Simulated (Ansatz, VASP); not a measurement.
## Two plane-wave programs on Sn

Contents of INCAR:

```
PREC     = Accurate       # precision mode
ENCUT    = 600            # plane-wave cutoff, eV
EDIFF    = 1E-6           # SCF threshold, eV
ISMEAR   = -1             # smearing method
SIGMA    = 0.1            # smearing width, eV
LREAL    = F              # projectors in reciprocal space
LASPH    = T              # aspherical terms in the spheres
NELM     = 100            # most SCF steps
ALGO     = Fast           # electronic algorithm
ISIF     = 3              # what is computed and relaxed
LWAVE    = F              # write WAVECAR
LCHARG   = F              # write CHGCAR
GGA      = CA             # functional
IBRION   = 2              # ionic algorithm
NSW      = 80             # ionic steps
EDIFFG   = -0.01          # ionic threshold
```

Contents of KPOINTS:

```
Automatic mesh
0
Gamma
  10 10 10
```

The input POSCAR:

```
Sn
1.0
    3.1167899200      0.0000000000      0.0000000000
    0.0000000000      3.1167899200      0.0000000000
    0.0000000000      0.0000000000      3.1167899200
Sn
1
Direct
    0.0000000000      0.0000000000      0.0000000000
```

Input for Ansatz:

```yaml
crystal:
  lattice:
    - [3.11678992, 0.0, 0.0]
    - [0.0, 3.11678992, 0.0]
    - [0.0, 0.0, 3.11678992]
  atoms:
    - { symbol: Sn, position: [0.0, 0.0, 0.0] }
hamiltonian:
  xc: lda
  pseudopotentials:
    kind: paw
    azcp:
      Sn: "pseudopotentials/Sn.paw.azcp"
basis:
  ecutwfc: 420
  fft_grid_basis: typed
kpoints:
  mp_grid: { grid: [10, 10, 10], shift: [0, 0, 0] }
magnetization:
  spin_polarized: false
scf:
  occupations: { method: fermi_dirac, width: 0.1 }
relax:
  max_steps: 60
  f_tol: 0.01
  cell: {}
```

The cell was built by a generator and needn't be a form met in nature.

Alike in both runs: task relaxation of cell and atoms; functional LDA; k mesh 10 × 10 × 10; occupations fermi-dirac, width 0.1 eV; no spin polarisation.

```csv
,VASP,Ansatz
version,VASP 6.6.1,Ansatz 0.2.0
potentials or method,"VASP PAW LDA potentials, release 64 (Sn_d)","plane waves (420 eV) with PAW, scalar-relativistic"
plane-wave cutoff (eV),600,420
valence electrons in the cell,14,14
```

VASP gave:

```
relaxed volume (Å³/atom)                                     : 27.11
relaxed cell length with the largest relative difference (Å) : 3.004
energy change over the relaxation (meV/atom)                 : -57
```

Q: Which values does Ansatz return?

A: Relaxed volume (Å³/atom): 27.04; relaxed cell length with the largest relative difference (Å): 3.001; energy change over the relaxation (meV/atom): -58.

Ansatz warned: «pseudo_functional_mismatch».
